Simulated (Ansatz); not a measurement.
# Ge: a trigonal deformation path

An exercise on one series of results from a longer session: the logs are not shown, and one member is left open.

Method: DFT r2SCAN, scalar-relativistic, plane waves, PAW, in Ansatz 0.2.0.

1 further run of the same task is left out (set aside as unsound or not needed).

### The system as given

The structure is cubic, space group Fm-3m (No. 225). The conventional cell has a = 4.197 Å, b = 4.197 Å, c = 4.197 Å, α = 90.00°, β = 90.00°, γ = 90.00°. Ge (site symmetry m-3m) has 12 Ge at 2.97 Å as nearest neighbours.

Structure file:

```xyz
1
Lattice="0.0000 2.0984 2.0984 2.0984 0.0000 2.0984 2.0984 2.0984 0.0000" Properties=species:S:1:pos:R:3 pbc="T T T"
Ge    0.0000    0.0000    0.0000
```

Source of the structure: the Materials Project (structure only).

The first run:

Input file input.yaml:

```yaml
crystal:
  lattice:
    - [0.0, 2.098360525, 2.098360525]
    - [2.098360525, 0.0, 2.098360525]
    - [2.098360525, 2.098360525, 0.0]
  atoms:
    - { symbol: Ge, position: [0.0, 0.0, 0.0] }
basis:
  ecutwfc: 500
kpoints:
  mp_grid: { grid: [8, 8, 8] }
hamiltonian:
  xc: r2scan
scf:
  occupations: { method: gaussian, width: 0.1 }
output:
  forces: true
  stress: true
  eigenvalues: true
```

Steps of the session up to this table: Quick check of gap, pressure and forces; Zero of the scan; Point ρ = 0.500; Point ρ = 2.000; ρ = 0.710; Point ρ = 1.410.

One table of the session follows, with a row left open; its other results are not shown here.

It belongs to the step «The scan collected». Collected from the runs (energy zero: the undisturbed cell):

| ρ | ΔE (meV/atom) | pressure (GPa) |
| --- | --- | --- |
| 0.500 | -221.2 | 3.4 |
| 0.710 | -15.1 | 3.8 |
| 1.000 | 0.0 | 2.2 |
| 1.410 | ? | ? |
| 2.000 | 1264.1 | 43.6 |

**Question.** Estimate the row for ρ = 1.410.

Worked estimate for «ΔE (meV/atom)». A straight line through the neighbours (1.000, 0.0) and (2.000, 1264.1) gives 0.0 + (1264.1 − 0.0) × (1.410 − 1.000) / (2.000 − 1.000) = 518.3; a parabola fitted to 3 rows on both sides gives 291.0.

The run gave: ΔE (meV/atom): 232.4; pressure (GPa): 10.5. In «ΔE (meV/atom)» the line misses by +285.9 and the parabola by +58.6.
